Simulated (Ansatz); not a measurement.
## What a trial cell of Pb₃S relaxes into

Theory: Ansatz, DFT PBE, scalar-relativistic, plane waves, PAW. Cutoff 420 eV, Γ-centred k mesh, Gaussian smearing, no spin polarisation in the final step.

A relaxed cell is given with its space group left out.

```
Pb S
1.0
    -2.28648    2.28648    5.46864
     2.28648   -2.28648    5.46864
     2.28648    2.28648   -5.46864
Pb S
3 1
Direct
  0.50000 0.50000 0.00000
  0.25000 0.75000 0.50000
  0.75000 0.25000 0.50000
  0.00000 0.00000 0.00000
```

Formation energies are uncorrected and refer to the elements' standard structures at the same level.

(1) What space group does it have?

(2) What is its formation energy per atom?

(3) Is it a metal?

Answers

(1) I4/mmm (No. 139). Conventional cell: a = 4.573 Å, c = 10.937 Å. Pb on Wyckoff site b (1 atom of the primitive cell) is coordinated by 4 S at 3.23 Å and 8 Pb at 3.56 Å; Pb on Wyckoff site d (2 atoms of the primitive cell) is coordinated by 4 Pb at 3.23 Å, 4 Pb at 3.56 Å and 4 S at 3.56 Å; S is coordinated by 4 Pb at 3.23 Å and 8 Pb at 3.56 Å.

(2) 0.04 eV/atom.

(3) Yes, bands cross the Fermi level on the 14×14×14 mesh.

The final run used a 14×14×14 mesh on its 4-atom cell and 0.10 eV smearing. For metals, differences of a few meV/atom aren't resolved. Spin–orbit coupling is left out. The cell came from a trial start, so Pb₃S may not exist in this structure.

Cost: 2 runs of about 2.1 core-minutes in all, on Intel Xeon 6975P-C (Granite Rapids) (shared hosts).